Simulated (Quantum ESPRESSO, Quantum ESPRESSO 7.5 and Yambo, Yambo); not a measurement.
## Excitons of MoS2 (2H monolayer): kernels and approximations

Aim: the absorption spectrum of MoS2 (2H monolayer) with electron-hole interaction, and what each part of the kernel does.

Program: Quantum ESPRESSO 7.5 and Yambo 5.3.0. Level of theory: PBE and many-body steps on it, plane waves. Results are calculated unless marked as measured.

**1. Starting point**

The cell holds 3 atoms: 1 Mo and 2 S. Cell: a = 3.185 Å, b = 3.185 Å, c = 16.000 Å, α = 90.0°, β = 90.0°, γ = 120.0°. Vacuum lies along c.

The structure was relaxed with PBE. The runs that relaxed it are not among those shown.

**2. Empty states on the mesh, 9×9×1 mesh, 79 bands**

This step: Quantum ESPRESSO 7.5; DFT, PBE, plane waves, norm-conserving pseudopotentials.

The sums over transitions need many empty states on a uniform mesh; this step solves for them.

pw.in reads:

```
&control
  calculation = 'nscf'
  prefix = 'x'
  outdir = 'o'
  pseudo_dir = 'pseudo'
/
&system
  ibrav = 0
  nat = 3
  ntyp = 2
  ecutwfc = 72.0
  nbnd = 79
  force_symmorphic = .true.
/
&electrons
  conv_thr = 1e-9
  electron_maxstep = 80
  diago_full_acc = .true.
  diago_thr_init = 5e-6
/
ATOMIC_SPECIES
  Mo 95.95 Mo.upf
  S 32.06 S.upf
CELL_PARAMETERS angstrom
  3.1851812601 -0.0000000000 0.0000000000
  -1.5925906300 2.7584478869 0.0000000000
  0.0000000000 0.0000000000 16.0000000000
ATOMIC_POSITIONS crystal
  Mo 0.3333333333 0.6666666667 0.5000000000
  S 0.6666666667 0.3333333333 0.5976880399
  S 0.6666666667 0.3333333333 0.4023119601
K_POINTS automatic
  9 9 1 0 0 0
```

Launch:

```sh
OMP_NUM_THREADS=1 mpirun -n 4 pw.x -nk 4 -in pw.in > pw.out
```

Output:

```text
Program PWSCF v.7.5 starts

     This program is part of the open-source Quantum ESPRESSO suite
     for quantum simulation of materials; please cite
         "P. Giannozzi et al., J. Phys.:Condens. Matter 21 395502 (2009);
         "P. Giannozzi et al., J. Phys.:Condens. Matter 29 465901 (2017);
         "P. Giannozzi et al., J. Chem. Phys. 152 154105 (2020);
     in publications or presentations arising from this work. More details at

     Atomic positions and unit cell read from directory:
     o/x.save/

     Message from routine setup:
[...]
26.6861  26.7720  27.5945  27.9935  28.3572  28.3680  28.4812  29.4342
    29.8909  30.1843  30.2934  30.6105  30.8878  31.3935  31.4450  31.5385
    31.7724  32.0025  32.2812  32.5514  32.7389  32.9175  33.3688

          k = 0.0000 0.3849 0.0000 (  9806 PWs)   bands (ev):

     [... further k-points ...]

     highest occupied, lowest unoccupied level (ev):     0.2653    1.9227

     XML data file, pseudopotentials, collected wavefunctions

=------------------------------------------------------------------------------=
   JOB DONE.
=------------------------------------------------------------------------------=
```

It took 26 s on 4 MPI ranks of Arm Neoverse V1, shared host; peak memory 0.55 GiB; 1.7 min of CPU time.

This step gave:

| Item | Value |
| --- | --- |
| gap | 1.657 eV |
| k of the valence top | 0, 0, 0 |
| k of the conduction bottom | 0.3333, 0.3333, 0 |
| least direct gap | 1.676 eV |
| k points computed | 12 |
| lowest point of the top converged band, above the valence top | 32.21 eV |

On this mesh the gap is 1.657 eV.

The density comes from a self-consistent run that is not shown.

**3. Conversion and set-up**

This step: Yambo 5.3.0; conversion and set-up on PBE, plane waves, norm-conserving pseudopotentials.

The states are converted to the many-body program's format and the q mesh is built.

Launch:

```sh
(cd o/x.save; p2y > p2y.log; mv SAVE ../..); yambo > setup.log
```

Output:

```text
 Yambo, version 5.3.0

 [02] CORE Variables Setup
 =========================

  [02.01] Unit cells
  ==================

  Cell kind             :  HCP
  Atoms in the cell     :  Mo  S
  number of Mo atoms    :  1
  number of S  atoms    :  2

  List of atomic masses
  Mass of Mo    :  95.95000
  Mass of S     :  32.06000

  List of atomic coordinates    : [cc]
  Mo1       : -0.23797E-09   3.4751       15.118      order 1
  S1       :   3.00956   1.73757  18.07147  order 2
  S2       :   3.00956   1.73757  12.16415  order 3

[...]
K/Q-points units:
 rlu = crystal or reduced units; cc = cartesian coordinates; iku = interal k-units

 Q [ 1]         [rlu]:  0.000000  0.000000  0.000000
 Q [ 2]         [rlu]:  0.14170E-16  0.11111       0.0000
 Q [ 3]         [rlu]:  0.28340E-16  0.22222       0.0000
[...]
Q [ 8]         [rlu]:  0.111111  0.333333  0.000000
 Q [ 9]         [rlu]:  0.111111  0.444444  0.000000
 Q [10]         [rlu]:  0.222222  0.222222  0.000000
 Q [11]         [rlu]:  0.222222  0.333333  0.000000
 Q [12]         [rlu]:  0.333333  0.333333  0.000000

  [03.01] X indexes
  =================

   [03.01.01] Sigma indexes
   ========================

 [06] Game Over & Game summary
```

It took 3 s on 1 MPI rank; peak memory 0.26 GiB.

**4. Screening and self-energy, 9×9×1 mesh, 79 bands, screening to 129.3 eV**

Now the one-shot GW correction: screening in the RPA, then the self-energy of the levels asked for.

This step: G0W0 on PBE, plane waves, norm-conserving pseudopotentials.

gw1.in reads:

```
HF_and_locXC
gw0
dyson
ppa
em1d
rim_cut
rim_w
RandQpts= 3000000
RandGvec= 100 RL
CUTGeo= "slab z"
RandGvecW= 9 RL
EXXRLvcs= 72 Ry
VXCRLvcs= 288 Ry
Chimod= "HARTREE"
% BndsRnXp
 1 | 79 |
%
NGsBlkXp= 9.5 Ry
% LongDrXp
 1 | 1 | 0 |
%
% GbndRnge
 1 | 79 |
%
DysSolver= "n"
ExtendOut
PPAPntXp= 27.21138 eV
% QPkrange
 1 | 12 | 8 | 17 |
%
```

Launch:

```sh
OMP_NUM_THREADS=1 mpirun -n 4 yambo -F gw1.in -J gw1 -C gw1 > gw1.log
```

Output:

```text
 Yambo, version 5.3.0

 [02] CORE Variables Setup
 =========================

  [... cell, symmetries and grids as in the set-up ...]

  [02.05] Energies & Occupations
  ==============================

  [X] === General ===
  [X] Electronic Temperature                        :  0.000000  0.000000 [eV K]
  [X] Bosonic    Temperature                        :  0.000000  0.000000 [eV K]
  [X] Finite Temperature mode                       : no
  [X] El. density                                   :  0.18495E+24 [cm-3]
[...]
Sc bands terminator                              : no
  Sx RL components                                 :   9759

  QP @ state[ 1 ] K range                          :   1  12
  QP @ state[ 1 ] b range                          :   8  17
  GF energies kind                                 : Perdew, Burke & Ernzerhof(X)+Perdew, Burke & Ernzerhof(C)
  GF WF`s kind                                     : Perdew, Burke & Ernzerhof(X)+Perdew, Burke & Ernzerhof(C)
  Xs energies kind                                 : Perdew, Burke & Ernzerhof(X)+Perdew, Burke & Ernzerhof(C)
  Xs WF`s kind                                     : Perdew, Burke & Ernzerhof(X)+Perdew, Burke & Ernzerhof(C)

 [14] Game Over & Game summary
```

Wall time 36 min (4 MPI ranks); peak memory 2.9 GiB; 2.4 h of CPU time.

Numbers from this step:

| Quantity | Value |
| --- | --- |
| G0W0 gap on the mesh | 2.637 eV |
| starting gap on the mesh | 1.657 eV |
| k of the valence top | 0.3333, 0.3333, 0 |
| k of the conduction bottom | 0.3333, 0.3333, 0 |
| least direct G0W0 gap on the computed points | 2.637 eV |

The gap on the mesh goes from 1.66 eV to 2.64 eV, a correction of +0.98 eV.

The gap opens by 0.980 eV; the next steps shift the empty bands rigidly by 0.962 eV, the correction at the start's least direct gap.

**5. Excitons**

Optical absorption needs the electron-hole interaction, solved here in a basis of vertical transitions on the mesh.

This step: Bethe-Salpeter equation on PBE with a scissors shift, plane waves, norm-conserving pseudopotentials.

bse2.in reads:

```
optics
bss
bse
em1s
dipoles
rim_cut
rim_w
RandQpts= 3000000
RandGvec= 100 RL
CUTGeo= "slab z"
RandGvecW= 9 RL
Chimod= "HARTREE"
BSKmod= "SEX"
BSEmod= "resonant"
BSSmod= "d"
BSENGexx= 30 Ry
BSENGBlk= 6 Ry
% BSEQptR
 1 | 1 |
%
% BSEBands
 8 | 18 |
%
% BEnRange
 0 | 8 | eV
%
% BDmRange
 0.1 | 0.1 | eV
%
BEnSteps= 161
% BLongDir
 1 | 0 | 0 |
%
% BndsRnXs
 1 | 43 |
%
NGsBlkXs= 6 Ry
% LongDrXs
 1 | 1 | 0 |
%
% KfnQP_E
 0.962 | 1.0 | 1.0 |
%
WRbsWF
```

Launch:

```sh
OMP_NUM_THREADS=1 mpirun -n 4 yambo -F bse2.in -J bse2 -C bse2 > bse2.log
```

Output:

```text
 Yambo, version 5.3.0

 [02] CORE Variables Setup
 =========================

  [... cell, symmetries and grids as in the set-up ...]

  [02.05] Energies & Occupations
  ==============================

  [X] === General ===
  [X] Electronic Temperature                        :  0.000000  0.000000 [eV K]
  [X] Bosonic    Temperature                        :  0.000000  0.000000 [eV K]
  [X] Finite Temperature mode                       : no
  [X] El. density                                   :  0.18495E+24 [cm-3]
  [X] Fermi Level                                   :  0.265295 [eV]

  [X] === Gaps and Widths ===
  [X] Conduction Band Min                           :  1.657368 [eV]
  [X] Valence Band Max                              :  0.000000 [eV]
  [X] Filled Bands                                  :  13
  [X] Empty Bands                                   :   14   79
  [X] Direct Gap                                    :  1.675666 [eV]
  [X] Direct Gap localized at k                     :  12
  [X] Indirect Gap                                  :  1.657368 [eV]
  [X] Indirect Gap between kpts                     :   1  12
  [X] Last valence band width                       :  0.962486 [eV]
  [X] 1st conduction band width                     :  1.095029 [eV]

 [03] Transferred momenta grid and indexing
 ==========================================

 [BZ sampling] Q-grid is User defined and/or read from the database

 IBZ Q-points                                      :  12
 BZ  Q-points                                      :   81

 K/Q-points units:
 rlu = crystal or reduced units; cc = cartesian coordinates; iku = interal k-units

 Q [ 1]         [rlu]:  0.000000  0.000000  0.000000
 Q [ 2]         [rlu]:  0.14170E-16  0.11111       0.0000
 Q [ 3]         [rlu]:  0.28340E-16  0.22222       0.0000
 Q [ 4]         [rlu]:  0.42510E-16  0.33333       0.0000
 Q [ 5]         [rlu]:  0.56679E-16  0.44444       0.0000
 Q [ 6]         [rlu]:  0.111111  0.111111  0.000000
 Q [ 7]         [rlu]:  0.111111  0.222222  0.000000
 Q [ 8]         [rlu]:  0.111111  0.333333  0.000000
 Q [ 9]         [rlu]:  0.111111  0.444444  0.000000
 Q [10]         [rlu]:  0.222222  0.222222  0.000000
 Q [11]         [rlu]:  0.222222  0.333333  0.000000
 Q [12]         [rlu]:  0.333333  0.333333  0.000000

  [03.01] X + BSE indexes
  =======================

   [03.01.01] Sigma indexes
   ========================

 [04] Coloumb potential Random Integration (RIM)
 ===============================================

 Performing RIM of v_slab

  [04.01] RIM initialization
  ==========================

  * Diagonal components only detected *

  8 x (sBL volume)        :  0.025824 [a.u.]
  sBZ random points       :  3000000
  Points outside the sBZ  :  24000829
  RL volume               :  0.261471 [a.u.]
  Integrated volume       :  0.261462 [a.u.]

  [04.02] RIM integrals
  =====================

  Gamma point sphere radius             :  0.031447 [a.u.]
  Points outside the sphere             :  2398884
  [Int_sBZ(q=0) 1/q^2]*(Vol_sBZ)^(-1/3) =:  7.374896
                                 should be <:  7.795600

  Summary of Coulomb integrals for non-metallic bands |Q|[au] RIM/Bare

  Q [1] 0.100000E-4 0.946033 * Q [2] 0.133929 0.950002
  Q [6] 0.231971 1.008643 * Q [3] 0.267857 1.013423
  Q [7] 0.354342 1.014362 * Q [4] 0.401786 1.012869
  Q [10] 0.463943 1.010567 * Q [8] 0.482887 1.009963
  Q [5] 0.535715 1.008388 * Q [11] 0.583782 1.007141
  Q [9] 0.613738 1.006517 * Q [12] 0.695914 1.005079
  Non-periodic chartesian directions : none
  Optical renormalization            :  30.23562 [au]
  Polarizability dimension           : length

 [05] Coloumb potential CutOffslab
 =================================

 Cut directionsZ
 Slab Cutoff:Z
 Symmetry test passed : yes

 [WARNING] [Xs] User bands 1-43 break level degeneracy

 [06] External/Internal QP corrections
 =====================================

 [QP_apply] Action to be applied: USER defined scissor

  [06.01]  QP corrections report
  ==============================

[...]
[WR./bse2//ndb.em1s]------------------------------------------------------------
  Brillouin Zone Q/K grids (IBZ/BZ)                :   12   81   12   81
  RL vectors                                       :  12105 [WF]
  Coulomb cutoff potential                         : slab z
  Electronic Temperature                           :  0.000000 [K]
  Bosonic    Temperature                           :  0.000000 [K]
  Static diel. fun.  energies                      : Perdew, Burke & Ernzerhof(X)+Perdew, Burke & Ernzerhof(C)
  wavefunctions                                    : Perdew, Burke & Ernzerhof(X)+Perdew, Burke & Ernzerhof(C)
  Global Gauge                                     : length
  X matrix size                                    :  269
  X band range                                     :    1   43
  X e/h energy range                               : -1.000000 -1.000000 [eV]
  X Time ordering                                  : T
  X Hxc Kernel                                     : HARTREE
  X Drude frequency                                :  0.000000  0.000000
  X poles                                          :  100.0000 [o/o]
  RL vectors in the sum                            :  12105
  [r,Vnl] included                                 : yes
  Field direction                                  :  0.707107E-5  0.707107E-5   0.00000
  BZ energy Double Grid                            : no
  BZ energy DbGd points                            : 0
  BZ Q point size factor                           : -1.000000
  X Optical Averaged directions                    : none

 [09] Bethe Salpeter Equation driver
 ===================================

 [WARNING] Coulomb cutoff at q=0. Default/Suggested Lkind= bar

  [09.01] Bethe Salpeter Equation @q1
  ===================================

   [09.01.01] Transition pre-analysis @q1
   ======================================

   [09.01.02] Transition Groups build-up @q1
   =========================================

   [BSK] Transition groups (total):  24
   [BSK] Size (resonant):  2430
   [BSK]         (total):  2430
   [BSK] N. of matrices :  1

   [09.01.03] Loading Dipoles @q1
   ==============================

   [09.01.04] Independent Particles properties @q1
   ===============================================

   Optical renormalization       :  30.23562 [a.u.]
   Polarizability dimension      : length

   ==========================================================

   [BSE] Exchange components :  2633
   [BSE] Correlation components :   269   815

    [09.01.05.01] RIM-W interpolation
    =================================

    [WARNING] RIM-W works only for 2D semiconductors with slab cutoff
    Found compatible q grid: 2D
    q_min[ 1 ]:  0.11111      0.32978E-11   0.0000     [rlu]
     0.111111  0.055556  0.000000 [iku]
    q_min[ 2 ]:  0.14170E-16  0.11111       0.0000     [rlu]
     0.14170E-16  0.11111       0.0000     [iku]
    G-vectors :   9
    G-vectors loaded:   63
    Number of interpolated frequencies:  1

    Evaluating coefficients q = 0

    [09.01.05.02] RIM-W integrals
    =============================

    8 x (sBL volume)        :  0.025824 [a.u.]
    sBZ random points       :  3000000
    Points outside the sBZ  :  24000829
    RL volume               :  0.261471 [a.u.]
    Integrated volume       :  0.261462 [a.u.]

    [09.01.05.03] RIM integrals
    ===========================

    Comparison between head Wc = W - v averages: < Wc > [au] RIM-W/RIM

     < -Wc [Q = 1] > 0.289807E-1 0.440001E-4 * < -Wc [Q = 2] > 0.005273 0.005154
     < -Wc [Q = 3] > 0.001087 0.001071 * < -Wc [Q = 4] > 0.391253E-3 0.387792E-3
     < -Wc [Q = 5] > 0.182513E-3 0.181481E-3 * < -Wc [Q = 6] > 0.001542 0.001513
     < -Wc [Q = 7] > 0.540786E-3 0.535320E-3 * < -Wc [Q = 8] > 0.241842E-3 0.240398E-3
     < -Wc [Q = 9] > 0.125705E-3 0.125185E-3 * < -Wc [Q = 10] > 0.269503E-3 0.267889E-3
     < -Wc [Q = 11] > 0.145181E-3 0.144621E-3 * < -Wc [Q = 12] > 0.884086E-4 0.881614E-4

    Comparison between head Wc = W - v averages: < Wc > [au] RIM-W/RIM

     < -Wc [G = 1,G`=0] > 0.289807E-1 0.440001E-4 * < -Wc [G = 2,G`=0] >-0.001409 0.000000
     < -Wc [G = 3,G`=0] >-0.001409 0.000000 * < -Wc [G = 4,G`=0] > 0.270447E-6  0.00000
     < -Wc [G = 5,G`=0] > 0.270447E-6  0.00000 * < -Wc [G = 6,G`=0] > 0.103215E-3  0.00000
     < -Wc [G = 7,G`=0] > 0.103215E-3  0.00000 * < -Wc [G = 8,G`=0] >-0.158688E-4  0.00000
     < -Wc [G = 9,G`=0] >-0.158688E-4  0.00000

    [09.01.05.04] Screened interaction header I/O
    =============================================

    [09.01.05.05] Main kernel loop
    ==============================

    [09.01.05.06] Wave-Function Phases
    ==================================

    [BSE] WF phases found       :  84.72222 [o/o]

   [09.01.06] BSE solver(s) @q1
   ============================

   [09.01.07] Diago Solver @q1
   ===========================

 [12] Game Over & Game summary
```

It took 3.8 min on 4 MPI ranks; peak memory 2.2 GiB.

This step gave:

| Item | Value |
| --- | --- |
| transitions in the window | 2430 |
| direct gap of the transition levels | 2.638 eV |
| lowest state | 1.945 eV |
| first strong exciton (over a fiftieth of the strongest listed) | 1.945 eV |
| binding of the lowest state below the direct gap | 0.6925 eV |

The lowest state lies at 1.945 eV, 0.693 eV under the direct gap.

Lines within 3 meV are set at the lowest of them, and the highest group, which the list may cut short, is left out. Exciton lines, with heights relative to the strongest:

| position (eV) | lines merged | strength, relative |
| --- | --- | --- |
| 1.945 | 2 | 74 |
| 2.538 | 1 | 0.2 |
| 2.542 | 2 | 90 |
| 2.589 | 2 | 0.1 |
| 2.598 | 1 | 0.0 |
| 2.626 | 2 | 6.9 |
| 2.646 | 2 | 0.0 |
| 2.657 | 2 | 0.9 |
| 2.785 | 2 | 100 |
| 2.799 | 1 | 0.5 |
| 2.804 | 2 | 74 |
| 2.828 | 1 | 0.0 |
| 2.837 | 1 | 0.0 |
| 2.842 | 1 | 0.0 |
| 2.875 | 1 | 0.0 |

The Im polarisability of the sheet has structure finer than the step of the table below, so its rows give means over 0.2 eV, whole bins alone (the curve runs from 0 to 8 eV). Peaks (eV: height): BSE 1.95: 10.6, 3.00: 38.1, 3.60: 21.1, 4.20: 19.0, 5.25: 12.3, 6.10: 8.90; no electron-hole interaction 2.65: 8.48, 3.30: 18.8, 3.80: 35.0, 4.95: 19.5, 5.30: 18.1, 6.00: 17.2, 6.80: 10.4.

Sheet polarisability (bohr); field along x; broadening 0.1 eV; transition window only. Limits: finite bands, cutoff and mesh; no spin-orbit coupling; exciton not shown settled in the k mesh. Im polarisability of the sheet against photon energy; means over each step:

| photon energy (eV) | BSE | no electron-hole interaction |
| --- | --- | --- |
| 0.2 | 0.218 | 0.125 |
| 0.4 | 0.253 | 0.139 |
| 0.6 | 0.300 | 0.157 |
| 0.8 | 0.364 | 0.178 |
| 1.0 | 0.456 | 0.205 |
| 1.2 | 0.598 | 0.239 |
| 1.4 | 0.856 | 0.284 |
| 1.6 | 1.49 | 0.346 |
| 1.8 | 4.58 | 0.438 |
| 2.0 | 8.06 | 0.591 |
| 2.2 | 4.14 | 0.908 |
| 2.4 | 8.33 | 1.98 |
| 2.6 | 18.1 | 6.54 |
| 2.8 | 32.5 | 4.01 |
| 3.0 | 37.3 | 3.65 |
| 3.2 | 24.3 | 11.2 |
| 3.4 | 15.7 | 15.8 |
| 3.6 | 19.2 | 24.0 |
| 3.8 | 13.8 | 32.8 |
| 4.0 | 13.6 | 20.7 |
| 4.2 | 17.2 | 16.6 |
| 4.4 | 12.8 | 13.8 |
| 4.6 | 13.2 | 11.5 |
| 4.8 | 7.76 | 13.0 |
| 5.0 | 6.52 | 16.3 |
| 5.2 | 11.1 | 14.3 |
| 5.4 | 7.98 | 14.8 |
| 5.6 | 4.34 | 8.69 |
| 5.8 | 5.29 | 9.78 |
| 6.0 | 7.66 | 15.4 |
| 6.2 | 7.86 | 8.74 |
| 6.4 | 7.20 | 5.17 |
| 6.6 | 4.87 | 7.18 |
| 6.8 | 3.85 | 9.68 |
| 7.0 | 3.85 | 8.85 |
| 7.2 | 3.94 | 8.79 |
| 7.4 | 3.03 | 5.91 |
| 7.6 | 3.15 | 4.77 |
| 7.8 | 2.27 | 4.14 |

(Part 1 of 3 ends here.)

[Paths, hosts, dates, memory and timing lines, banners, echoed tables and standing remarks are left out of the program output.]

[Logs are printed without paths, hosts, clocks, repeated set-up lines and the standing remarks that a program may print on its own settings, such as how far it seeks lower states.]

[Runs of the session that timed out or met a known fault of the program may be left out.]

[Hosts, paths, dates, database ids (printed as entryN), source tags and the programs' standing remarks are cut or masked in the printed files.]
